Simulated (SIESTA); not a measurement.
The system is GaN.

```xyz
2
Lattice="0.0000 2.2535 2.2535 2.2535 0.0000 2.2535 2.2535 2.2535 0.0000" Properties=species:S:1:pos:R:3 pbc="T T T"
Ga    0.0000    0.0000    0.0000
N     1.1268    1.1268    1.1268
```

The cell is a database's computed one.

Base run:

| Quantity | Value |
| --- | --- |
| Program | SIESTA 5.4.2 |
| Functional | PBE |
| Potentials or basis | PseudoDojo 0.4 standard (PBE files) |
| Basis | SZ (energy shift 0.002 Ry; radii capped at 9.5 bohr) |
| Grid cutoff | 800 Ry |
| Energy shift | 0.002 Ry |
| k mesh | 10 × 10 × 10 |
| Occupations | fermi-dirac, width 0.05 eV |
| Spin | no spin polarisation |

Its results: band gap on the k mesh 1.87 eV, direct; pressure 15.5 GPa.

Question: The run is repeated on the same cell with these changes: functional from PBE to PBEGcGxLO; basis from SZ (energy shift 0.002 Ry; radii capped at 9.5 bohr) to DZP (energy shift 0.002 Ry; radii capped at 9.5 bohr). What comes out?

Answer: Band gap on the k mesh 1.61 eV, direct; pressure 2.5 GPa.

Several settings changed at once, so the effect can't be laid on one alone.

Caveats: the basis of atomic orbitals isn't converged, which shifts pressures, moduli and gaps; the basis has no polarisation orbitals (some runs); so large a pressure means that the cell lies far from this level's equilibrium, or that cutoff or potentials fall short (some runs); semicore shells carry a single zeta, which can move pressures by several GPa and volumes by a few percent (some runs); the potentials were made for another functional, which shifts forces and pressure (some runs).
